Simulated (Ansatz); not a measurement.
Ansatz input

```yaml
crystal:
  lattice:
    - [-2.8306161425, 3.0140008168, 1.6165851403]
    - [3.0140008168, -2.8306161425, 1.6165851403]
    - [2.9963106838, 2.9963106838, -1.2807157735]
  atoms:
    - { symbol: Hg, position: [0.0065182304, 0.9934817696, 1.0] }
    - { symbol: Hg, position: [0.7434817696, 0.2565182304, 0.5] }
hamiltonian:
  xc: pbe
  pseudopotentials:
    kind: paw
    azcp:
      Hg: "pseudopotentials/Hg.paw.azcp"
basis:
  ecutwfc: 420
  fft_grid_basis: typed
kpoints:
  mp_grid: { grid: [17, 17, 12], shift: [0, 0, 0] }
magnetization:
  spin_polarized: false
scf:
  occupations: { method: fermi_dirac, width: 0.1 }
output:
  write_density: true
  write_potential: true
  elf: true
  volumetric_format: npy
```

Terminal output

```
Engine: ansatz 0.2.0, x86_64-unknown-linux-gnu
Pseudopotentials: kind: paw
Pseudopotential: Hg, paw, valence charge 20, recommended cutoff 420 eV (normal) 
Functional definition: PBE
  parameter kappa = 0.804
  parameter beta = 0.06672455060314922
  exchange = pbe_x(kappa = kappa, mu = beta*pi^2/3)
  correlation = pbe_c(beta = beta)
Crystal: 2 atoms, lattice volume = 57.993 Å³
Basis set: ecut = 420 eV, 1123 PW (Γ)
Bands: 24, of which v1, the nominal top of the filled ones, is band 20 counted from 1 (19 counted from 0)
Symmetry: 4 space group operations
Space group: C2/c (ITA 15), of the structure as read, at distance tolerance 3.9e-5 Å
k-points: 927 of 3468
Non-local potential: Hg, projectors of the file, l = 0: 3, l = 1: 2, l = 2: 2, l = 3: 1
PAW form: soft (Blöchl's): semilocal exchange-correlation on the pseudo side does not see the compensation charge
PAW one-centre angular grid: Hg, 590 points (default); XC on 64 Gauss nodes
Initial density: superposition of atomic densities (neutral atoms: chi_scale 0, normalization atom), corrected by the library's trained network
Initial wavefunctions: pseudopotential atomic-orbital guess
Functional: x = pbe(κ = 0.804, μ = 0.2195149727645171), c = pbe(β = 0.06672455060314922)
SCF iter   1: F=—  HF=-27626.901726 eV  |F-HF|=—  |Δ(HF+E_count)|=         —  Δρ=7.72e-4  dr2=4.51e-4  ethr=1.77e-3  ⟨swp⟩=5.8  Hψ=86057  notcnv=0
SCF iter   2: F=—  HF=-27626.902944 eV  |F-HF|=—  |Δ(HF+E_count)|=   1.22e-3  Δρ=5.17e-4  dr2=2.38e-4  ethr=1.13e-6  ⟨swp⟩=2.9  Hψ=50477  notcnv=0
SCF iter   3: F=—  HF=-27626.903034 eV  |F-HF|=—  |Δ(HF+E_count)|=   9.02e-5  Δρ=1.52e-4  dr2=1.40e-5  ethr=5.94e-7  ⟨swp⟩=2.0  Hψ=33370  notcnv=0
SCF iter   4: F=—  HF=-27626.903042 eV  |F-HF|=—  |Δ(HF+E_count)|=   7.74e-6  Δρ=6.48e-5  dr2=2.30e-6  ethr=3.50e-8  ⟨swp⟩=2.5  Hψ=35640  notcnv=0
SCF iter   5: F=—  HF=-27626.903045 eV  |F-HF|=—  |Δ(HF+E_count)|=   2.55e-6  Δρ=1.76e-5  dr2=2.77e-7  ethr=5.76e-9  ⟨swp⟩=2.0  Hψ=32733  notcnv=0
SCF iter   6: F=-27626.903045 eV  HF=-27626.903045 eV  |F-HF|=1.03e-8  |Δ(HF+E_count)|=   1.56e-7  Δρ=5.51e-6  dr2=2.45e-8  ethr=2.50e-10  ⟨swp⟩=3.8  Hψ=59707  notcnv=0
SCF 1 converged in 6 iterations: F = -27626.903045 eV  dr2 = 2.45e-8
SCF converged after 6 iterations
Free energy (F): -27626.903045 eV
Harris-Foulkes:  -27626.903045 eV  (|F-HF|=1.03e-8)
Internal energy: -27626.885720 eV  (E = F + TS)
E sigma→0 (E₀):  -27626.894382 eV
Entropy (-TS):   -0.017325 eV (-8.662 meV/atom)
Fermi energy:    11.289503 eV
--- Per-component energies (eV) ---
  E_band       = -906.878295
  E_kinetic    = 1208.679560
  E_local      = -5730.869828  (includes V_loc(G=0)·N_el)
  E_nonlocal   = 144.963855
  E_hartree    = 2440.784714
  E_xc         = -440.723296
  E_vxc        = -524.215516  (∫ρ·V_xc dr)
  E_paw        = -19890.473996  (= ΣΔE_a)
  E_vpaw       = -887.010775  (= ΣTr[D̂ρ^β])
  E_aug_tail   = 0.001861  (compensation charges beyond the density's cutoff)
  E_ewald      = -5359.248591
  E_smearing   = -0.017325  (= −TS)
  E_closure    = -0.000000  (closes the sum)
  Σ components = -27626.903045   (vs F -27626.903045, Δ=0.00e0)
--- Band table (eV; the first three rows and the last of 927) ---
  k-point 0: bands = ["-103.3067", "-103.3053", "-51.7660", "-51.7626", "-51.7426", "-51.7413", "-51.7392", "-51.7386", "3.5147", "3.9102", "4.0003", "4.1315", "4.2442", "5.0472", "5.0571", "5.0995", "5.1513", "5.4237", "5.7935", "12.1014", "12.9291", "13.6616", "18.7971", "21.7356"]
  k-point 1: bands = ["-103.3067", "-103.3053", "-51.7655", "-51.7622", "-51.7429", "-51.7412", "-51.7396", "-51.7386", "3.5775", "3.9177", "4.0233", "4.1430", "4.2387", "5.0061", "5.0292", "5.1386", "5.1871", "5.4044", "5.7609", "11.2164", "13.7694", "13.7697", "18.9701", "21.3746"]
  k-point 2: bands = ["-103.3066", "-103.3054", "-51.7642", "-51.7612", "-51.7438", "-51.7414", "-51.7407", "-51.7388", "3.7595", "3.9402", "4.0822", "4.1849", "4.2283", "4.9438", "4.9912", "5.1874", "5.2484", "5.3515", "5.6738", "10.0421", "14.0840", "14.7851", "19.5076", "20.5520"]
  k-point 926: bands = ["-103.3060", "-103.3060", "-51.7665", "-51.7665", "-51.7420", "-51.7420", "-51.7368", "-51.7368", "4.0278", "4.0278", "4.2099", "4.2099", "4.9361", "4.9361", "5.0676", "5.0676", "5.1722", "5.1722", "8.5098", "8.5098", "10.1427", "10.1427", "21.2427", "21.2427"]
```

Command:

```sh
ansatz run input.yaml --threads 1 --pin off --max-ram 3584MiB --backend cpu --events-out ev --progress --plain --runs-dir out
```

On 1 thread of Intel(R) Xeon(R) Platinum 8259CL CPU @ 2.50GHz (Skylake/Cascade Lake) (shared host) this took about 73 s of wall time and 73 s of CPU time.
